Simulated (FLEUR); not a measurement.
Runs of FLEUR MaX-R8.1 (patched build s14) on SnSe. The structure is cubic, space group Fm-3m (No. 225). Conventional cell: a = 6.020 Å, b = 6.020 Å, c = 6.020 Å, α = 90.00°, β = 90.00°, γ = 90.00°. Sn (site symmetry m-3m) has 6 Se at 3.01 Å as nearest neighbours. Se (site symmetry m-3m) has 6 Sn at 3.01 Å as nearest neighbours. Measurements of this composition are mostly on another form, of space group No. 62.

```tsv
task	inpgen profile	gmax	muffin-tin radii	lmax	max iterations	kmax	V0 of scaled cells (Å³/atom)	B0 (GPa)
equation of state	veryFastHighL	17.5 1/bohr	Sn 2.63, Se 2.48 bohr	Sn 9, Se 9	-	3.5 1/bohr	27.76	(a)
equation of state	precise	25 1/bohr	Sn 2.63, Se 2.48 bohr	Sn 13, Se 13	-	5 1/bohr	27.78	49
equation of state	moderate	22.5 1/bohr	Sn 2.63, Se 2.48 bohr	Sn 10, Se 10	-	4.5 1/bohr	27.78	49
equation of state	fast	20 1/bohr	Sn 2.63, Se 2.48 bohr	Sn 7, Se 7	-	4 1/bohr	27.80	49
```

Alike in all rows: level PBE; potentials or basis all-electron, FLAPW; no spin polarisation; cell as given; k mesh 8 × 8 × 8; smearing fermi-dirac 0.05 eV.

Task: Estimate the missing entries.

Result: (a) 47.

Caveats: the plane-wave cutoff is short for the semicore states, which can make moduli rough (some runs); small basis for a fit (some runs).
